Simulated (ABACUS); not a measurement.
ZrSe2 under changes of volume

One of the cells (25.784 Å³/atom); the others are scaled copies at fixed shape and fractional positions:

```
Zr Se
1.0
     3.79800    0.00000    0.00000
    -1.89900    3.28916    0.00000
     0.00000    0.00000    6.19200
Zr Se
1 2
Direct
  0.00000 0.00000 0.00000
  0.66667 0.33333 0.75000
  0.33333 0.66667 0.25000
```

* Program: ABACUS 3.10.1
* Functional: PBE
* Potentials or basis: PseudoDojo NC SR 0.4.1 PBE standard
* Cutoff: 1361 eV
* Density cutoff: 5442 eV
* Basis: TZDP LCAO (the cutoffs set its grid)
* k mesh: 8 × 8 × 5
* Occupations: fermi-dirac, width 0.05 eV
* Spin: no spin polarisation

| volume (Å³/atom) | energy over the lowest point (meV/atom) | pressure (GPa) | gap on the mesh (eV) | largest force (eV/Å) |
| --- | --- | --- | --- | --- |
| 24.237 | ? | ? | ? | ? |
| 24.753 | 30.44 | 5.9 | 0.36 | 0.824 |
| 25.268 | 14.47 | 4.0 | 0.38 | 0.577 |
| 25.784 | 4.61 | 2.2 | 0.40 | 0.347 |
| 26.300 | 0.00 | 0.6 | 0.43 | 0.133 |
| 26.815 | 0.43 | -0.8 | 0.45 | 0.066 |
| 27.331 | 5.27 | -2.1 | 0.46 | 0.252 |

Task: What does the run at 24.237 Å³/atom give?

Result: Energy over the lowest point 52.90 meV/atom; pressure 8.1 GPa; gap on the mesh 0.33 eV; largest force 1.090 eV/Å.

Worked out: A Birch-Murnaghan fit of order 3 (a polynomial in V^(-2/3)) to the other rows has its minimum at 26.51 Å³/atom with B0 = V·E''(V) = 75 GPa and B' = 4.1 at fixed shape and positions, which overstates the stiffness. It gives 53.02 meV/atom at 24.237 Å³/atom, against the run's 52.90, and -dE/dV = 8.1 GPa, against 8.1. A straight line through the other rows of the gap, of slope 1.07 eV per unit of ln V, extrapolates to 0.34 eV, against the run's 0.33.

Energies are extrapolated to zero smearing.

Caveats: the atomic orbitals were generated for these runs and aren't a published set; an odd mesh through Γ misses points on the zone boundary, where band edges often lie; this functional lacks dispersion, which binds the layers, so the pressure and a relaxed spacing across them are unreliable; the basis of atomic orbitals isn't converged, which shifts pressures, moduli and gaps; forces of over 1 eV/Å show positions far from the minimum, so gaps and moduli don't describe the material at rest (some runs). Spin-orbit coupling on Se, Zr is left out.
